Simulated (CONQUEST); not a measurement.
TiO2 (Anatase):

```xyz
12
Lattice="3.7842 0.0000 0.0000 0.0000 3.7842 0.0000 0.0000 0.0000 9.5146" Properties=species:S:1:pos:R:3 pbc="T T T"
Ti    0.0000    1.8921    2.3786
Ti    1.8921    0.0000    7.1359
Ti    0.0000    0.0000    0.0000
Ti    1.8921    1.8921    4.7573
O     0.0000    0.0000    7.5346
O     1.8921    1.8921    2.7773
O     0.0000    1.8921    0.3987
O     1.8921    0.0000    5.1560
O     0.0000    1.8921    4.3586
O     1.8921    0.0000    9.1159
O     0.0000    0.0000    1.9800
O     1.8921    1.8921    6.7373
```

Base run:

- Program: CONQUEST 1.3
- Functional: PBE
- Potentials or basis: PseudoDojo NC PBE, SZP, grid cutoff 150 Ha
- k mesh: 5 × 5 × 2
- Occupations: fermi-dirac, width 0.05 eV
- Spin: no spin polarisation

Its results: band gap on the k mesh 1.81 eV; pressure 8.8 GPa; largest force 0.119 eV/Å.

Question: After a change of settings the same cell gave: band gap on the k mesh 1.99 eV; pressure 7.2 GPa; largest force 0.034 eV/Å. Which change was it?
A. potentials or basis from PseudoDojo NC PBE, SZP, grid cutoff 150 Ha to PseudoDojo NC PBE, DZP, grid cutoff 150 Ha
B. potentials or basis from PseudoDojo NC PBE, SZP, grid cutoff 150 Ha to PseudoDojo NC PBE, SZ, grid cutoff 150 Ha
C. potentials or basis from PseudoDojo NC PBE, SZP, grid cutoff 150 Ha to PseudoDojo NC PBE, DZ, grid cutoff 150 Ha

Answer: A.

Caveats: an odd mesh through Γ misses points on the zone boundary, where band edges often lie; the basis of atomic orbitals isn't converged, which shifts pressures, moduli and gaps; the atomic basis is small (some runs); the box holds several primitive cells, so bands are folded and the points are those of the box's own zone (some runs).
